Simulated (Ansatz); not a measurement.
A relaxation computed with Ansatz, from input to last step.

```yaml
crystal:
  lattice:
    - [4.377846107, 0.0, 0.0]
    - [0.0, 4.377846107, 0.0]
    - [0.0, 0.0, 4.377846107]
  atoms:
    - { symbol: Mo, position: [0.0, 0.0, 0.0] }
    - { symbol: P, position: [0.5, 0.0, 0.0] }
    - { symbol: P, position: [0.0, 0.5, 0.0] }
    - { symbol: P, position: [0.0, 0.0, 0.5] }
basis:
  ecutwfc: 420
kpoints:
  mp_grid: { grid: [4, 4, 4] }
hamiltonian:
  xc: pbe
scf:
  occupations: { method: gaussian, width: 0.1 }
  lower_state_search: "off"
output:
  forces: true
  stress: true
  eigenvalues: true
relax:
  adjacent_minimum: "off"
  f_tol: 0.04
  max_steps: 70
  cell: { stress_tol: 0.4 }
```

```bash
ansatz run input.yaml --threads 1 --pin off --max-ram 2560MiB --backend cpu --events-out ev --progress --plain --runs-dir out
```

These are results of DFT PBE, scalar-relativistic, plane waves, PAW in Ansatz 0.2.0, not measurements.

Of 5 frames 5 are shown, positions in Å and forces in eV/Å; the SCF threshold varies from step to step. Steps run on the plane waves of an earlier cell, with a Pulay correction in the pressure. The basis is chosen afresh for the last frame, the zero of the energies, and at times for earlier ones too; energy and pressure step there, also at an unchanged geometry. Here that happened at step 5 (-3 meV/atom, 0.2 GPa); the frames before carry an error of that size.

```xyz
4
Lattice="4.3778 0.0000 0.0000 0.0000 4.3778 0.0000 0.0000 0.0000 4.3778" Properties=species:S:1:pos:R:3:forces:R:3 pbc="T T T" step=1 free_energy_over_end_meV_per_atom=342.77 pressure_GPa=26.70
Mo    0.0000    0.0000    0.0000    0.0000    0.0000    0.0000
P     2.1889    0.0000    0.0000    0.0000    0.0000    0.0000
P     0.0000    2.1889    0.0000    0.0000    0.0000    0.0000
P     0.0000    0.0000    2.1889    0.0000    0.0000    0.0000
4
Lattice="4.5913 0.0000 0.0000 0.0000 4.5913 0.0000 0.0000 0.0000 4.5913" Properties=species:S:1:pos:R:3:forces:R:3 pbc="T T T" step=2 free_energy_over_end_meV_per_atom=32.82 pressure_GPa=6.35
Mo    0.0000    0.0000    0.0000    0.0000    0.0000    0.0000
P     2.2956    0.0000    0.0000    0.0000    0.0000    0.0000
P     0.0000    2.2956    0.0000    0.0000    0.0000    0.0000
P     0.0000    0.0000    2.2956    0.0000    0.0000    0.0000
4
Lattice="4.6668 0.0000 0.0000 0.0000 4.6668 0.0000 0.0000 0.0000 4.6668" Properties=species:S:1:pos:R:3:forces:R:3 pbc="T T T" step=3 free_energy_over_end_meV_per_atom=4.26 pressure_GPa=1.42
Mo    0.0000    0.0000    0.0000    0.0000    0.0000    0.0000
P     2.3334    0.0000    0.0000    0.0000    0.0000    0.0000
P     0.0000    2.3334    0.0000    0.0000    0.0000    0.0000
P     0.0000    0.0000    2.3334    0.0000    0.0000    0.0000
4
Lattice="4.6932 0.0000 0.0000 0.0000 4.6932 0.0000 0.0000 0.0000 4.6932" Properties=species:S:1:pos:R:3:forces:R:3 pbc="T T T" step=4 free_energy_over_end_meV_per_atom=2.52 pressure_GPa=-0.08
Mo    0.0000    0.0000    0.0000    0.0000    0.0000    0.0000
P     2.3466    0.0000    0.0000    0.0000    0.0000    0.0000
P     0.0000    2.3466    0.0000    0.0000    0.0000    0.0000
P     0.0000    0.0000    2.3466    0.0000    0.0000    0.0000
4
Lattice="4.6932 0.0000 0.0000 0.0000 4.6932 0.0000 0.0000 0.0000 4.6932" Properties=species:S:1:pos:R:3:forces:R:3 pbc="T T T" step=5 free_energy_over_end_meV_per_atom=0.00 pressure_GPa=0.08
Mo    0.0000    0.0000    0.0000    0.0000    0.0000    0.0000
P     2.3466    0.0000    0.0000    0.0000    0.0000    0.0000
P     0.0000    2.3466    0.0000    0.0000    0.0000    0.0000
P     0.0000    0.0000    2.3466    0.0000    0.0000    0.0000
```

The start puts this composition into another compound's structure type, which needn't suit it. At the end the space group is Pm-3m (tolerance 0.05 Å).

Time: 3.8 s on 1 thread of Intel(R) Xeon(R) 6975P-C (Granite Rapids) (shared host), peak memory 0.37 GiB.

The k mesh is coarse.